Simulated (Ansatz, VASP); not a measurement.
## Ti in VASP and in Ansatz

```
CELL_PARAMETERS angstrom
2.95000 0.00000 0.00000
-1.47500 2.55477 0.00000
0.00000 0.00000 4.82658
ATOMIC_POSITIONS crystal
Ti 0.33333 0.66667 0.25000
Ti 0.66667 0.33333 0.75000
```

Change from the starting cell: zz strain of +3 %, crystal datasets.

Alike in both runs: task electric field gradients; functional PBE; k mesh 13 × 13 × 7; occupations fermi-dirac, width 0.08 eV; no spin polarisation.

|  | VASP | Ansatz |
| --- | --- | --- |
| version | VASP 6.6.1 | Ansatz 0.2.0 |
| potentials or method | VASP PAW PBE potentials, release 64 (Ti_sv), cutoff 520 eV | all-electron PAW with datasets made for the crystal, scalar-relativistic |

```csv
,VASP,Ansatz,Ansatz less VASP
pressure (GPa),-4.7,-4.5,+0.20
largest component of the traceless stress (GPa),2.24,2.26,+0.015
Vzz of the field gradient on the site that differs most (V/Å²),10.0,11.4,+1.36
```

Ansatz ran all-electron here, so the differences hold the error of VASP's frozen core and of both bases.
